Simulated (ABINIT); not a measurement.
GaN:

```
Ga N
1.0
     3.18000    0.00000    0.00000
    -1.59000    2.75396    0.00000
     0.00000    0.00000    5.16600
Ga N
2 2
Cartesian
  1.5900 0.9180 2.5830
  0.0000 1.8360 0.0000
  1.5900 0.9180 4.5203
  0.0000 1.8360 1.9373
```

Base run:

```yaml
Program: ABINIT 10.8.3 (patched build)
Functional: PBEsol
Potentials_or_basis: PseudoDojo NC SR PBEsol v0.4.1 standard
Cutoff: 980 eV
k_mesh: 8 × 8 × 4
Occupations: fermi-dirac, width 0.05 eV
Spin: no spin polarisation
```

Its results: band gap on the k mesh 1.95 eV, direct; pressure -0.9 GPa; largest force 0.133 eV/Å.

Q: The run is repeated on the same cell with these changes: cutoff from 980 eV to 1143 eV. What comes out?

A: Band gap on the k mesh 1.95 eV, direct; pressure 1.2 GPa; largest force 0.133 eV/Å.

Caveats: the cutoff is short for stress, so the pressure is rough (some runs).

